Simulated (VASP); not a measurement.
# P, vacuum levels of a slab or layer: which settings are enough?

P, sheet, 4 atoms in the cell. R2SCAN; PAW potentials P (PBE set). VASP 6.6.1.

Wanted: face levels within 0.03 eV; gap on the mesh within 0.02 eV; energy within 2 meV/atom.

Dipole correction: yes; Starting cell: layer relaxed first with the same functional.

Face levels: vacuum level at each face, counted from the middle of the gap.

POSCAR of the starting run:
```
P
1.0
    4.6315395033      0.0000000000      0.0000000000
    0.0000000000      3.2840467250      0.0000000000
    0.0000000000      0.0000000000     17.0744374274
P
4
Direct
    0.0000000000      0.0000000000      0.4392531251
    0.1843019190      0.0000000000      0.5607468749
    0.6843019190      0.5000000000      0.4392531251
    0.5000000000      0.5000000000      0.5607468749
```

The series start from vacuum (Å): 15; correction: LDIPOL, IDIPOL 3, DIPOL, AMIN 0.01; k spacing (1/Å): 0.25; Smearing SIGMA (eV): 0.05; Cutoff ENCUT (eV): 330; PREC: Accurate; ALGO: Normal. Each series keeps the choices made before it, and each single choice may use up half of a tolerance.

## Vacuum (Å)

| Vacuum (Å) | Face levels, largest deviation (eV) | Gap on the mesh (eV) | Energy less reference (meV/atom) | SCF iterations | Time (s) |
|---|---|---|---|---|---|
| 9 | 0.012 | 1.127 | 0.0 | 27 | 41 |
| 12 | 0.002 | 1.121 | 0.1 | 35 | 64 |
| 15 | 0.003 | 1.121 | 0.1 | 72 | 167 |
| 25 (reference) | 0.000 | 1.122 | 0.0 | 99 | 325 |

Chosen: 9, the loosest value from which every tighter one stays within half of the tolerance.

## Correction

| Correction | Face levels, largest deviation (eV) | Gap on the mesh (eV) | Energy less reference (meV/atom) | SCF iterations | Time (s) |
|---|---|---|---|---|---|
| LDIPOL, IDIPOL 3, DIPOL, AMIN 0.01 | 0.000 | 1.127 | 0.0 | 27 | 41 |
| LDIPOL, default AMIN | 0.000 | 1.127 | 0.0 | 26 | 38 |
| LDIPOL, no DIPOL | no result | no result | no result | 120 | 195 |
| IDIPOL 3 alone (energy only) | 0.011 | 1.127 | 0.0 | 26 | 41 |
| kernel truncation, coarsened | 0.013 | 1.127 | -0.2 | 26 | 44 |
| kernel truncation, full padding | 0.004 | 1.127 | -0.2 | 27 | 47 |

Chosen: LDIPOL, IDIPOL 3, DIPOL, AMIN 0.01; no other choice that stays within half of the tolerance saves 30 % of the time.

## k spacing (1/Å)

| k spacing (1/Å) | Face levels, largest deviation (eV) | Gap on the mesh (eV) | Energy less reference (meV/atom) | SCF iterations | Time (s) |
|---|---|---|---|---|---|
| 0.55 | 0.017 | 1.125 | 33.3 | 26 | 24 |
| 0.35 | 0.005 | 1.127 | 4.8 | 26 | 30 |
| 0.25 | 0.001 | 1.127 | 0.8 | 27 | 41 |
| 0.13 (reference) | 0.000 | 1.125 | 0.0 | 26 | 84 |

Chosen: 0.25.

## Smearing SIGMA (eV)

| Smearing SIGMA (eV) | Face levels, largest deviation (eV) | Gap on the mesh (eV) | Energy less reference (meV/atom) | SCF iterations | Time (s) |
|---|---|---|---|---|---|
| 0.2 | 0.000 | 1.127 | 0.0 | 27 | 42 |
| 0.1 | 0.000 | 1.127 | 0.0 | 27 | 41 |
| 0.05 | 0.000 | 1.127 | 0.0 | 27 | 41 |
| 0.02 (reference) | 0.000 | 1.127 | 0.0 | 27 | 43 |

Chosen: 0.2.

## Cutoff ENCUT (eV)

| Cutoff ENCUT (eV) | Face levels, largest deviation (eV) | Gap on the mesh (eV) | Energy less reference (meV/atom) | SCF iterations | Time (s) |
|---|---|---|---|---|---|
| 260 | 0.001 | 1.128 | 9.4 | 26 | 30 |
| 290 | 0.003 | 1.128 | 4.8 | 24 | 32 |
| 330 | 0.002 | 1.127 | 1.7 | 27 | 42 |
| 460 (reference) | 0.000 | 1.127 | 0.0 | 26 | 60 |

Chosen: 460; the next looser run is off by more than half of the tolerance, so convergence isn't shown beyond this value.

## PREC

| PREC | Face levels, largest deviation (eV) | Gap on the mesh (eV) | Energy less reference (meV/atom) | SCF iterations | Time (s) |
|---|---|---|---|---|---|
| Accurate | 0.000 | 1.127 | 0.0 | 26 | 60 |
| Normal | 0.003 | 1.127 | 0.0 | 24 | 29 |

Chosen: Normal, the fastest of those that stay within half of the tolerance.

## ALGO

| ALGO | Face levels, largest deviation (eV) | Gap on the mesh (eV) | Energy less reference (meV/atom) | SCF iterations | Time (s) |
|---|---|---|---|---|---|
| Normal | 0.000 | 1.127 | 0.0 | 24 | 29 |
| Fast | 0.000 | 1.127 | 0.0 | 25 | 37 |
| All | 0.000 | 1.127 | 0.0 | 16 | 26 |

Chosen: All; it saves 3.0 s of 29, so Normal would do nearly as well.

## All choices together

| Input | Face levels, largest deviation (eV) | Gap on the mesh (eV) | Energy less reference (meV/atom) | Time (s) |
|---|---|---|---|---|
| program defaults, no dipole correction of the potential, 7 A of vacuum, k spacing 0.5 1/A (naive) | 0.005 | 1.174 | 35.0 | 4.0 |
| chosen settings | 0.010 | 1.127 | 0.8 | 26 |
| reference settings throughout | 0.000 | 1.120 | 0.0 | 1434 |

The chosen settings stay within the tolerance of the reference run, but the reference itself isn't shown to be converged in: Cutoff ENCUT (eV).

Values of the reference run: Face levels: 4.66, 4.66 eV.

## The input

INCAR:
```
SYSTEM = P
PREC = Normal ; ENCUT = 460
EDIFF = 1E-6 ; ISMEAR = 0
SIGMA = 0.2 ; LREAL = .FALSE.
LASPH = .TRUE. ; ALGO = All
NELM = 120 ; LWAVE = .FALSE.
LCHARG = .FALSE. ; METAGGA = R2SCAN
LMIXTAU = .TRUE. ; KPAR = 4
LVHAR = .TRUE. ; LVACPOTAV = .TRUE.
LDIPOL = .TRUE. ; IDIPOL = 3
DIPOL = 0.5 0.5 0.5 ; AMIN = 0.01
ISEARCH = 1
```

KPOINTS:
```
Automatic mesh
0
Gamma
  6 8 1
  0 0 0
```

POSCAR:
```
P
1.0
    4.6315395033      0.0000000000      0.0000000000
    0.0000000000      3.2840467250      0.0000000000
    0.0000000000      0.0000000000     11.0744374274
P
4
Direct
    0.0000000000      0.0000000000      0.4063411825
    0.1843019190      0.0000000000      0.5936588175
    0.6843019190      0.5000000000      0.4063411825
    0.5000000000      0.5000000000      0.5936588175
```

Commands:
```
cat potpaw_PBE.64/P/POTCAR > POTCAR
mpirun -np 4 vasp_std > vasp.out
```

The chosen input took VASP 6.6.1 26 s on 4 cores (AMD EPYC 7R13 (Zen 3)), a shared host.

## An input that fails: vacuum far too thin (2.5 A)

It runs to its end, but against the unchanged starting input it is off by 3.281 eV in the face levels, 0.213 eV in the gap on the mesh, 464.6 meV/atom in the energy.

Vacuum (Å): 15 becomes 2.5.

Changes against the starting input:
```
(POSCAR)
-    0.0000000000      0.0000000000     17.0744374274
+    0.0000000000      0.0000000000      4.5744374274
-    0.0000000000      0.0000000000      0.4392531251
-    0.1843019190      0.0000000000      0.5607468749
-    0.6843019190      0.5000000000      0.4392531251
-    0.5000000000      0.5000000000      0.5607468749
+    0.0000000000      0.0000000000      0.2732576453
+    0.1843019190      0.0000000000      0.7267423547
+    0.6843019190      0.5000000000      0.2732576453
+    0.5000000000      0.5000000000      0.7267423547
```
